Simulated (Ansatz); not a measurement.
NaBr:
```yaml
crystal:
  lattice:
    - [0.00000, 2.96339, 2.96339]
    - [2.96339, 0.00000, 2.96339]
    - [2.96339, 2.96339, 0.00000]
  atoms:
    - { symbol: Na, position: [0.00000, 0.00000, 0.00000] }
    - { symbol: Br, position: [0.50000, 0.50000, 0.50000] }
```

Relaxed with PBEsol. Special points in fractions of this cell's reciprocal vectors: Γ (0.000, 0.000, 0.000); X (0.500, 0.000, 0.500); U (0.625, 0.250, 0.625); K (0.375, 0.375, 0.750); L (0.500, 0.500, 0.500); W (0.500, 0.250, 0.750).

**Question.** List the band energies nearest the valence-band maximum at these points for DFT-PBEsol in the program Ansatz with PAW potentials.

**Answer.** In eV from the valence-band maximum; about four levels below and three above (degenerate sets whole), none deeper than 8.9 eV; points with the same levels are listed once.

```tsv
k	below	above
Γ	0.00 0.00 0.00	4.07 9.75 9.75 9.75
X	-1.90 -0.70 -0.70	6.11 6.82 10.68
U	-1.62 -1.30 -0.58	6.83 7.98 9.75
L	-2.17 -0.29 -0.29	6.03 9.46 9.46
W	-1.38 -1.38 -0.88	7.55 8.71 8.71
```

Space group Fm-3m (rock salt). Symmetry was held in the PBEsol relaxation; of distortions, only those at the zone centre were tested. Spin–orbit coupling is left out wherever it is not named.

Potentials: the later of the program's two PAW sets.
